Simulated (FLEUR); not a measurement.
**HgTe (Coloradoite): equation of state with LDA**

**Experimental background.**

From a printed reference work, monograph, for a bulk crystal of HgTe: bulk modulus 43 GPa.

The system is HgTe (Coloradoite).

```xyz
2
Lattice="0.0000 3.2145 3.2145 3.2145 0.0000 3.2145 3.2145 3.2145 0.0000" Properties=species:S:1:pos:R:3 pbc="T T T"
Hg    0.0000    0.0000    0.0000
Te    4.8217    4.8217    4.8217
```

- Program: FLEUR MaX-R8.1 (later development tree)
- Task: equation of state
- Functional: LDA
- Potentials or basis: all-electron
- Basis: FLAPW
- Kmax: 4.26 1/bohr
- k mesh: 7 × 7 × 7
- Occupations: fermi-dirac, width 0.05 eV
- Spin: no spin polarisation

```
Equilibrium volume                      : 33.33 Å³/atom
Bulk modulus                            : 48 GPa
Pressure derivative of the bulk modulus : 4.4 (rough: it moves with the points fitted)
```

Energy against volume, from the lowest point:
| volume (Å³/atom) | energy (meV/atom) |
| --- | --- |
| 31.223 | 22.36 |
| 31.887 | 10.08 |
| 33.215 | 0.00 |
| 34.544 | 6.10 |
| 35.208 | 14.18 |

Measured bulk modulus of HgTe: 43 GPa (a printed reference work, monograph). This calculation gives 48 GPa (+11.1 %). The fit is for a static lattice scaled at fixed shape and fixed fractional positions.

The run has no spin-orbit coupling, so splittings on Hg, Te are missing.
